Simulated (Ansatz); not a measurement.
# Rh under pressure: fit and missing row

Rh, P6_3/mmc, a = 2.689 Å, c = 8.777 Å. This isn't the element's structure at ambient conditions. Ansatz: r2SCAN, PAW, 500 eV, Γ-centred 18×18×6 mesh on 4 atoms, Gaussian smearing 0.10 eV; no spin polarisation. Cell and atoms are relaxed at each pressure, and no other structure is tried, so the rows at high pressure may lie past a change of phase.

```
V (Å³/atom) P (GPa)
     11.863    59.97
     12.611    30.00
     13.105    15.00
          ?     8.00
     13.596     3.01
     13.739    -0.01
     13.891    -3.00
```

Question: Take V0 = 13.739 Å³/atom, count pressures from its P0 = -0.01 GPa, fit the third-order Birch–Murnaghan form to the other rows, and predict the missing volume.

Answer: With the Eulerian strain f = ½[(V0/V)^(2/3) − 1] and y = (P − P0)/[3f(1 + 2f)^(5/2)], the form is the line y = B0 + 1.5 B0 (B0′ − 4) f. Rows (f, y): 0.05141, 304.5; 0.02939, 295.1; 0.01600, 289.0; 0.00350, 282.6; -0.00365, 278.1. Means f = 0.01933, y = 289.86; Σ(Δf)² = 0.001920, ΣΔfΔy = 0.9104; the slope is their ratio. y = 280.7 + 474.1 f GPa, so B0 = 280.7 GPa and B0′ = 4 + 2 × (474.1)/(3 × 280.7) = 5.13. P = 8.00 GPa is met at f = 0.00896 (y = 284.95), so V = V0 (1 + 2f)^(−3/2) = 13.378 Å³/atom. The run gave 13.379 Å³/atom, so the fit is 0.001 Å³/atom too low, within the rms miss on the fitted rows (0.001 Å³/atom).